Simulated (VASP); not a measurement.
# Mo (Im-3m) in VASP: a series of runs, part 2 of 2

VASP 6.6.1. The steps go on from the part before.

**4. Vibrations by finite differences, PBE**

This run uses another cell than the first one, of 14.71 Å³/atom, 0.944 times its volume.

File INCAR:

```
  ALGO = Fast
  EDIFF = 1E-8
  ENCUT = 520
  GGA = PE
  IBRION = 6
  ISIF = 3
  ISMEAR = 0
  LASPH = True
  LCHARG = False
  LREAL = False
  LWAVE = False
  NBANDS = 13
  NELM = 100
  NFREE = 2
  NSW = 1
  POTIM = 0.015
  PREC = Accurate
  SIGMA = 0.1
```

File KPOINTS:

```
k-points
0
Gamma
  26 26 26
```

File POSCAR:

```
Mo                                      
1.0
   -1.5435012722      1.5435012722      1.5435012722
    1.5435012722     -1.5435012722      1.5435012722
    1.5435012722      1.5435012722     -1.5435012722
  Mo            
     1
Direct
     0.0000000000000000    0.0000000000000000    0.0000000000000000
```

Potentials or basis: VASP PAW PBE potentials, release 64 (Mo_sv).

The run is started by

```
$ cat potpaw_PBE.64/Mo_sv/POTCAR > POTCAR
$ mpirun -np 1 vasp_std > vasp.out
```

OUTCAR:

```text
EDIFF = 1E-8
   ENCUT = 520
   GGA = PE
   IBRION = 6
   ISIF = 3
   ISMEAR = 0
   LASPH = True
   LREAL = False
   NELM = 100
   NFREE = 2
   NSW = 1
   POTIM = 0.015
   PREC = Accurate

 ion  position               nearest neighbor table
   1  0.000  0.000  0.000-

  LATTYP: Found a body centered cubic cell.
 ALAT       =     3.0870025444

  Lattice vectors:

 A1 = (  -1.5435012722,   1.5435012722,   1.5435012722)
 A2 = (   1.5435012722,  -1.5435012722,   1.5435012722)
 A3 = (   1.5435012722,   1.5435012722,  -1.5435012722)

Analysis of symmetry for initial positions (statically):
=====================================================================
 Subroutine PRICEL returns:
 Original cell was already a primitive cell.

 Routine SETGRP: Setting up the symmetry group for a
 body centered cubic supercell.

 Subroutine GETGRP returns: Found 48 space group operations
 (whereof 48 operations were pure point group operations)
 out of a pool of 48 trial point group operations.

The static configuration has the point symmetry O_h .

Analysis of symmetry for dynamics (positions and initial velocities):
=====================================================================
 Subroutine PRICEL returns:
 Original cell was already a primitive cell.

 Routine SETGRP: Setting up the symmetry group for a
 body centered cubic supercell.

 Subroutine GETGRP returns: Found 48 space group operations
 (whereof 48 operations were pure point group operations)
 out of a pool of 48 trial point group operations.

The dynamic configuration has the point symmetry O_h .

 Subroutine INISYM returns: Found 48 space group operations
 (whereof 48 operations are pure point group operations),
 and found     1 'primitive' translations

----------------------------------------------------------------------------------------

                                     Primitive cell

  volume of cell :      14.7089

  direct lattice vectors                    reciprocal lattice vectors
    -1.543501272  1.543501272  1.543501272     0.000000000  0.323938832  0.323938832
     1.543501272 -1.543501272  1.543501272     0.323938832  0.000000000  0.323938832
     1.543501272  1.543501272 -1.543501272     0.323938832  0.323938832  0.000000000

  length of vectors
     2.673422625  2.673422625  2.673422625     0.458118690  0.458118690  0.458118690

  position of ions in fractional coordinates (direct lattice)
     0.000000000  0.000000000  0.000000000

  ion indices of the primitive-cell ions
   primitive index   ion index
                 1           1

----------------------------------------------------------------------------------------

 KPOINTS: k-points

[... 222 lines left out ...]

--------------------------------------- Ionic step       13  -------------------------------------------

 number of electron      13.9999997 magnetization

------------------------ aborting loop because EDIFF is reached ----------------------------------------
[... 65 lines left out ...]
--------------------------------------- Ionic step       15  -------------------------------------------

 number of electron      13.9999998 magnetization

 Free energy of the ion-electron system (eV)
  ---------------------------------------------------
  ext. energy  EPLUGINS =         0.00000000
  ---------------------------------------------------
  free energy    TOTEN  =       -10.86534397 eV

  energy without entropy =      -10.86273140  energy(sigma->0) =      -10.86403768

 E-fermi :  13.6031     XC(G=0): -13.7368

 val. band max:       13.5969358760   @ k =  -0.3077   0.3462   0.2308
 cond. band min:      13.6078886301   @ k =  -0.3846   0.3846   0.0385
 fundamental gap:      0.0109527541
 Fermi energy:        13.6030660738

 k-point     1 :       0.0000    0.0000    0.0000
  band No.  band energies     occupation
      1     -47.6977      2.00000
      2     -20.8086      2.00000
      3     -20.8086      2.00000
      4     -20.8086      2.00000
      5       6.1739      2.00000
      6      12.1124      2.00000
      7      12.1124      2.00000
      8      12.1124      2.00000
      9      15.3704      0.00000
     10      15.3704      0.00000
     11      28.5140      0.00000
     12      28.5140      0.00000
     13      28.5140      0.00000
[... 354 lines left out ...]
  band No.  band energies     occupation
      1     -47.3889      2.00000
      2     -22.3562      2.00000
      3     -21.3031      2.00000
      4     -20.8347      2.00000
      5       8.1204      2.00000
      6      10.0700      2.00000
      7      14.0952      0.00000
      8      15.4440      0.00000
      9      16.0782      0.00000
     10      17.9742      0.00000
     11      26.3482      0.00000
     12      27.2665      0.00000
     13      33.0526      0.00000

 [... further k-points ...]
[... 5 lines left out ...]
  --------------------------------------------------------------------------------------
  -------------------------------------------------------------------------------------
  Total        2.0199778      2.0199778      2.0199778      0.0000000     -0.0000000      0.0000000
  in kB      220.0271152    220.0271152    220.0271152      0.0000000     -0.0000000      0.0000000
  external PRESSURE =     220.0271152 kB  Pullay stress =       0.0000000 kB
[... 16 lines left out ...]
  FREE ENERGIE OF THE ION-ELECTRON SYSTEM (eV)
  ---------------------------------------------------
  free  energy   TOTEN  =       -10.8653439705 eV

  energy  without entropy=      -10.8627313985  energy(sigma->0) =      -10.86403768

 INTERNAL STRAIN TENSORS FROM STRAINED CELLS
 ============================================

 INTERNAL STRAIN TENSOR FOR ION    1 for displacements in x,y,z  (eV/Angst):
          X           Y           Z          XY          YZ          ZX
  --------------------------------------------------------------------------------
  x    -0.00000     0.00000     0.00000     0.00000     0.00000     0.00000
  y     0.00000    -0.00000     0.00000     0.00000     0.00000     0.00000
  z    -0.00000    -0.00000    -0.00000     0.00000     0.00000    -0.00000

 INTERNAL STRAIN TENSORS FROM DISPLACED ATOMS
 ============================================

 INTERNAL STRAIN TENSOR FOR ION    1 for displacements in x,y,z  (eV/Angst):
          X           Y           Z          XY          YZ          ZX
  --------------------------------------------------------------------------------
  x     0.00000     0.00000     0.00000     0.00000     0.00000     0.00000
  y     0.00000     0.00000     0.00000     0.00000     0.00000     0.00000
  z     0.00000     0.00000     0.00000     0.00000     0.00000     0.00000

 Eigenvectors and eigenvalues of the dynamical matrix
 ----------------------------------------------------

   1 f/i=    0.000000 THz     0.000000 2PiTHz    0.000000 cm-1     0.000000 meV
             X         Y         Z           dx          dy          dz
      0.000000  0.000000  0.000000     0.000000    1.000000    0.000000

   2 f/i=    0.000000 THz     0.000000 2PiTHz    0.000000 cm-1     0.000000 meV
             X         Y         Z           dx          dy          dz
      0.000000  0.000000  0.000000     1.000000    0.000000    0.000000

   3 f/i=    0.000000 THz     0.000000 2PiTHz    0.000000 cm-1     0.000000 meV
             X         Y         Z           dx          dy          dz
      0.000000  0.000000  0.000000     0.000000    0.000000    1.000000

--------------------------------------------------------------------------------------------------------

 ELASTIC MODULI CONTR FROM IONIC RELAXATION (kBar)
 Direction    XX          YY          ZZ          XY          YZ          ZX
 --------------------------------------------------------------------------------
 XX           0.0000      0.0000      0.0000      0.0000      0.0000      0.0000
 YY           0.0000      0.0000      0.0000      0.0000      0.0000      0.0000
 ZZ           0.0000      0.0000      0.0000      0.0000      0.0000      0.0000
 XY           0.0000      0.0000      0.0000      0.0000      0.0000      0.0000
 YZ           0.0000      0.0000      0.0000      0.0000      0.0000      0.0000
 ZX           0.0000      0.0000      0.0000      0.0000      0.0000      0.0000
 --------------------------------------------------------------------------------

 TOTAL ELASTIC MODULI (kBar)
 Direction    XX          YY          ZZ          XY          YZ          ZX
 --------------------------------------------------------------------------------
 XX        5662.4443   2037.2496   2037.2496     -0.0000     -0.0000     -0.0000
 YY        2037.2496   5662.4443   2037.2496     -0.0000      0.0000      0.0000
 ZZ        2037.2496   2037.2496   5662.4443      0.0000     -0.0000     -0.0000
 XY          -0.0000     -0.0000      0.0000   1272.7779      0.0000      0.0000
 YZ          -0.0000      0.0000     -0.0000      0.0000   1272.7779      0.0000
 ZX          -0.0000      0.0000     -0.0000      0.0000      0.0000   1272.7779
 --------------------------------------------------------------------------------
```

Wall time 44 min (1 thread of Intel Xeon Platinum 8488C (Sapphire Rapids), shared host); peak memory 1.5 GiB.

What came out:

```yaml
Elastic_constants_C11_C12_C44: 566, 204, 127 GPa
Voigt_bulk_modulus: 325 GPa
```

Elastic tensor in Voigt notation (GPa, in the Cartesian axes of the cell as first typed):
```
566 204 204   0   0   0
204 566 204   0   0   0
204 204 566   0   0   0
  0   0   0 127   0   0
  0   0   0   0 127   0
  0   0   0   0   0 127
```

Clamped-ion elastic tensor (GPa):
```
566 204 204   0   0   0
204 566 204   0   0   0
204 204 566   0   0   0
  0   0   0 127   0   0
  0   0   0   0 127   0
  0   0   0   0   0 127
```
